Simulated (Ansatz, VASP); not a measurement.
One calculation of ZnS, two programs

```
Zn S
1.0
     3.84513    0.00000    0.00000
    -1.92257    3.32998    0.00000
     0.00000    0.00000    6.30572
Zn S
2 2
Direct
  0.33333 0.66667 0.98142
  0.66667 0.33333 0.48142
  0.33333 0.66667 0.39358
  0.66667 0.33333 0.89358
```

Change from the starting cell: polar distortion scaled by 0.70.

Alike in both runs: task single point; functional PBE; k mesh 9 × 9 × 6; no spin polarisation.

```csv
,VASP,Ansatz
version,VASP 6.6.1,Ansatz 0.2.0
potentials or method,"VASP PAW PBE potentials, release 64 (Zn, S)","scalar-relativistic, plane waves, PAW"
plane-wave cutoff (eV),520,420
occupations,"gaussian, width 0.01 eV",fixed
valence electrons in the cell,36,36
```

Ansatz gave:

```
gap on the k mesh at the Fermi level (eV)       : 2.14
least direct gap on the mesh (eV)               : 2.14
pressure (GPa)                                  : 1.4
largest component of the traceless stress (GPa) : 3.17
rms of the force components (eV/Å)              : 0.399
```

Problem. Which values does VASP return?

Solution. gap on the k mesh at the Fermi level (eV): 2.15; least direct gap on the mesh (eV): 2.15; pressure (GPa): 1.6; largest component of the traceless stress (GPa): 3.23; rms of the force components (eV/Å): 0.403.

Atom by atom the forces differ by 0.004 eV/Å (rms over components).

Caveats: an odd mesh through Γ misses points on the zone boundary, where band edges often lie.
